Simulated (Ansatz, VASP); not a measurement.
**One calculation of Mo, two programs**

```
Mo
1.0
    -1.58002    1.58002    1.58002
     1.58002   -1.58002    1.58002
     1.58002    1.58002   -1.58002
Mo
1
Direct
  0.00000 0.00000 0.00000
```

Alike in both runs: functional PBE; k mesh 16 × 16 × 16; occupations fermi-dirac, width 0.03 eV; no spin polarisation.

Ansatz relaxed the structure, and its values are those at the end. VASP's run is a single point on that final structure, the one shown.

```csv
,VASP,Ansatz
version,VASP 6.6.1,Ansatz 0.2.0
potentials or method,"VASP PAW PBE potentials, release 64 (Mo_sv)","PAW with Ansatz's default frozen-core files, scalar-relativistic"
plane-wave cutoff (eV),520,420
valence electrons in the cell,14,14
```

```csv
,VASP,Ansatz,Ansatz less VASP
pressure (GPa),0.5,0.0,-0.52
```
